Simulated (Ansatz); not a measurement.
**C: random displacements**

The task, for C: see what random moves of the atoms cost.

A COD entry behind a cell of this session may itself be a prediction, so a difference from it is no test against experiment.

Program: Ansatz 0.2.0. Level of theory: DFT r2SCAN, scalar-relativistic, plane waves, PAW. These are calculated values, not measurements.

## 1. Starting point

The structure is trigonal, space group R-3m (No. 166). The conventional cell has a = 2.511 Å, b = 2.511 Å, c = 31.008 Å, α = 90.00°, β = 90.00°, γ = 120.00°. C (site symmetry 3m) is surrounded by 4 C at 1.54 Å. C (site symmetry 3m) is surrounded by 4 C at 1.54 to 1.57 Å.

As a file:

```xyz
10
Lattice="1.2557 0.7250 10.3360 -1.2557 0.7250 10.3360 0.0000 -1.4499 10.3360" Properties=species:S:1:pos:R:3 pbc="T T T"
C     0.0000    0.0000    0.7696
C     0.0000    0.0000   30.2384
C     0.0000    0.0000    3.3704
C     0.0000    0.0000   27.6376
C     0.0000    0.0000    4.9107
C     0.0000    0.0000   26.0973
C     0.0000    0.0000   11.6234
C     0.0000    0.0000   19.3845
C     0.0000    0.0000   13.1887
C     0.0000    0.0000   17.8193
```

It is the result of an earlier relaxation at this level (volume 5.65 Å³/atom; gap on the mesh: 4.74 eV).

## 2. Zero of energy

The reference gives a free energy of -2515.4747 eV, pressure 0.00 GPa, largest force 0.000 eV/Å and gap on the mesh 4.74 eV. It was computed beforehand with the settings of the runs below.

## 3. Setting up random displacements

All atoms are moved at random with no net shift, in some cells together with a random strain.

## 4. rms move = 0.045 Å

input.yaml reads:

```yaml
crystal:
  lattice:
    - [1.442705525, 0.6864317345, 10.3352406607]
    - [-1.0727516311, 0.7102000606, 10.2886296842]
    - [0.2055609211, -1.5048617131, 10.3195263588]
  atoms:
    - { symbol: C, position: [0.0251472588, 0.0366196257, 0.0176396726] }
    - { symbol: C, position: [0.9856742617, 0.9539897175, 0.987486832] }
    - { symbol: C, position: [0.1073246821, 0.1173277016, 0.0984868513] }
    - { symbol: C, position: [0.8899129061, 0.8982780791, 0.8802928106] }
    - { symbol: C, position: [0.1682694054, 0.1628774158, 0.1435859067] }
    - { symbol: C, position: [0.8569202382, 0.8145681072, 0.852709504] }
    - { symbol: C, position: [0.3709316832, 0.3669919042, 0.386662094] }
    - { symbol: C, position: [0.6179290572, 0.6276519975, 0.6320068121] }
    - { symbol: C, position: [0.4207588672, 0.4275175583, 0.4303690706] }
    - { symbol: C, position: [0.5571316399, 0.5941778931, 0.5707604461] }
basis:
  ecutwfc: 500
kpoints:
  mp_grid: { grid: [12, 12, 12] }
hamiltonian:
  xc: r2scan
scf:
  occupations: { method: gaussian, width: 0.05 }
output:
  forces: true
  stress: true
  eigenvalues: true
```

The run is started by

```sh
ansatz run input.yaml --threads 2 --pin off --max-ram 5120MiB --backend cpu --events-out ev --progress --plain --runs-dir out
```

## 5. rms move = 0.315 Å

input.yaml reads:

```yaml
crystal:
  lattice:
    - [1.2492051706, 0.7142826054, 10.4916085661]
    - [-1.2636685253, 0.7135032503, 10.4934203115]
    - [-0.0079066187, -1.4747798505, 10.4958105715]
  atoms:
    - { symbol: C, position: [0.1758096066, -0.0516681119, -0.0589232365] }
    - { symbol: C, position: [1.0298601508, 0.9245081995, 0.95892078] }
    - { symbol: C, position: [0.1940322071, 0.1860314646, -0.0286307317] }
    - { symbol: C, position: [0.7545318899, 0.9830110241, 0.9570062625] }
    - { symbol: C, position: [0.2146393915, 0.0833324147, 0.1797847636] }
    - { symbol: C, position: [0.7792051324, 0.8881489593, 0.8245553718] }
    - { symbol: C, position: [0.3138575391, 0.4712560937, 0.3477332144] }
    - { symbol: C, position: [0.4348518048, 0.7358541203, 0.7010677519] }
    - { symbol: C, position: [0.5050933065, 0.2715226957, 0.5004675966] }
    - { symbol: C, position: [0.5981189712, 0.50800314, 0.6180182274] }
basis:
  ecutwfc: 500
kpoints:
  mp_grid: { grid: [12, 12, 12] }
hamiltonian:
  xc: r2scan
scf:
  occupations: { method: gaussian, width: 0.05 }
output:
  forces: true
  stress: true
  eigenvalues: true
```

## 6. At rms move = 0.038 Å

input.yaml reads:

```yaml
crystal:
  lattice:
    - [1.8314970499, 0.8739603222, 9.779573696]
    - [-0.6003508374, 0.9555376396, 9.6242860092]
    - [0.6862211355, -1.1274104457, 9.6526858239]
  atoms:
    - { symbol: C, position: [0.0048675708, 0.036654497, 0.0345283507] }
    - { symbol: C, position: [0.9817310012, 0.9656173251, 0.9761838552] }
    - { symbol: C, position: [0.1031750411, 0.1012060143, 0.1218966825] }
    - { symbol: C, position: [0.9077809527, 0.8810953271, 0.8831620683] }
    - { symbol: C, position: [0.1623600247, 0.161730682, 0.1522716006] }
    - { symbol: C, position: [0.8448555175, 0.8629112226, 0.8214131406] }
    - { symbol: C, position: [0.3899642433, 0.3574303052, 0.3759820184] }
    - { symbol: C, position: [0.6197696909, 0.6306423246, 0.6231263864] }
    - { symbol: C, position: [0.4155124127, 0.4265314567, 0.4349659522] }
    - { symbol: C, position: [0.5699835451, 0.5761808454, 0.5764699451] }
basis:
  ecutwfc: 500
kpoints:
  mp_grid: { grid: [12, 12, 12] }
hamiltonian:
  xc: r2scan
scf:
  occupations: { method: gaussian, width: 0.05 }
output:
  forces: true
  stress: true
  eigenvalues: true
  write_density: true
  write_potential: true
  elf: true
  volumetric_format: npy
```

## 7. Point rms move = 0.117 Å

input.yaml reads:

```yaml
crystal:
  lattice:
    - [1.3032730356, 0.7246726173, 10.5136336128]
    - [-1.2266520888, 0.7516247746, 10.5024349015]
    - [0.0616517263, -1.4264481359, 10.504537858]
  atoms:
    - { symbol: C, position: [0.0791067322, 0.0333986667, -0.0317497326] }
    - { symbol: C, position: [1.0280045828, 0.9344368172, 0.9449343175] }
    - { symbol: C, position: [0.1166455696, 0.1072981842, 0.1013304269] }
    - { symbol: C, position: [0.8438161795, 0.900726689, 0.9272512457] }
    - { symbol: C, position: [0.1304577127, 0.174405469, 0.1720713748] }
    - { symbol: C, position: [0.8185948615, 0.7926345111, 0.9143279564] }
    - { symbol: C, position: [0.3629976179, 0.3842906924, 0.3761030989] }
    - { symbol: C, position: [0.630177311, 0.6453681078, 0.6085943279] }
    - { symbol: C, position: [0.4325399976, 0.437077878, 0.4129538271] }
    - { symbol: C, position: [0.5576594352, 0.5903629846, 0.5741831573] }
basis:
  ecutwfc: 500
kpoints:
  mp_grid: { grid: [12, 12, 12] }
hamiltonian:
  xc: r2scan
scf:
  occupations: { method: gaussian, width: 0.05 }
output:
  forces: true
  stress: true
  eigenvalues: true
```

(Steps that only read results are left out.)

Q: Predict the outcome of this session.

The runs gave:

| quantity | value |
| --- | --- |
| costliest cell | 2392.1 meV/atom at an rms move of 0.315 Å |

In words: The cost runs from 64.0 to 2392.1 meV/atom. Energy over the square of the rms move lies between 23.1 and 396.0 eV/Å² per atom; a harmonic solid under isotropic random moves would keep it roughly constant, while strain and close contacts change it. The gap on the mesh, 4.74 eV at the start, reads zero at rms move = 0.315. Where forces pass 15 eV/Å atoms stand far too close, the PAW spheres overlap strongly and those numbers are rough.
